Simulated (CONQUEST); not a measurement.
## PtSe2 (Sudovikovite) under changes of volume

One of the cells (20.265 Å³/atom); the others are scaled copies at fixed shape and fractional positions:

```xyz
6
Lattice="3.7240 0.0000 0.0000 0.0000 5.0620 0.0000 0.0000 0.0000 6.4502" Properties=species:S:1:pos:R:3 pbc="T T T"
Pt    0.0000    0.0000    0.0000
Pt    1.8620    0.0000    3.2251
Se    0.0000    3.7965    2.1501
Se    1.8620    3.7965    5.3751
Se    0.0000    1.2655    4.3001
Se    1.8620    1.2655    1.0750
```

| Quantity | Value |
| --- | --- |
| Program | CONQUEST 1.3 |
| Functional | PBE |
| Potentials or basis | PseudoDojo NC PBE, SZP, grid of 36 × 48 × 64 points |
| k mesh | 7 × 5 × 4 |
| Occupations | fermi-dirac, width 0.05 eV |
| Spin | no spin polarisation |

```tsv
volume (Å³/atom)	energy over the lowest point (meV/atom)	pressure (GPa)	largest force (eV/Å)
19.049	204.47	25.0	2.546
19.455	147.57	20.1	2.174
19.860	101.60	16.2	1.833
20.265	64.96	13.0	1.520
20.671	35.84	10.1	1.225
21.076	?	?	?
21.481	0.00	4.3	0.709
```

Task: What does the run at 21.076 Å³/atom give?

Result: Energy over the lowest point 14.29 meV/atom; pressure 7.0 GPa; largest force 0.956 eV/Å.

Worked out: A Birch-Murnaghan fit of order 3 (a polynomial in V^(-2/3)) to the other rows has no minimum within the range. It gives 14.74 meV/atom at 21.076 Å³/atom, against the run's 14.29, and -dE/dV = 7.1 GPa, against 7.0.

Energies are extrapolated to zero smearing.

Caveats: the atomic basis is small; the basis of atomic orbitals isn't converged, which shifts pressures, moduli and gaps; forces of over 1 eV/Å show positions far from the minimum, so gaps and moduli don't describe the material at rest (some runs).
